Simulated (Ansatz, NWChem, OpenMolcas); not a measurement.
**Swapping F for Cl on C: the HOMO–LUMO gap**

On one C centre that keeps H, n of the F ligands are replaced by Cl. The HOMO–LUMO gap y in eV at B3LYP/6-31G* (spherical functions). Shapes: PBE0-D4/def2-TZVP. Programs: Ansatz 0.2.0, NWChem 7.3.0, OpenMolcas 26.06. A level may come from different programs for different species; with the same settings they agree closely.

| molecule | n | y (eV) |
| --- | --- | --- |
| CHF3 | 0 | 13.78 |
| CHClF2 | 1 | 9.57 |
| CHCl2F | 2 | ? |
| CHCl3 | 3 | 7.53 |

Problem. Fit y = c + s·n to the known rows and predict CHCl2F.

Solution. 
1. Means of the 3 rows: n = 1.33333, y = 10.293.
2. Σ(Δn)² = 4.6667, Σ(Δn·Δy) = -9.0133, so the slope is -9.0133/4.6667 = -1.9314.
3. Intercept: 10.293 − (-1.9314) × 1.33333 = 12.868. The largest residual of the fit is 1.37.
4. CHCl2F: 12.868 + (-1.9314) × 2 = 9.01 eV.

The run gave 8.32 eV, so the prediction is off by +0.69 eV, within the largest residual. The step per swap drifts from -4.21 to -0.79 eV. Other levels give for CHCl2F: HF/STO-3G 19.27; HF/3-21G 16.55 eV. Orbital gaps aren't excitation energies, and the LUMO depends on the basis.
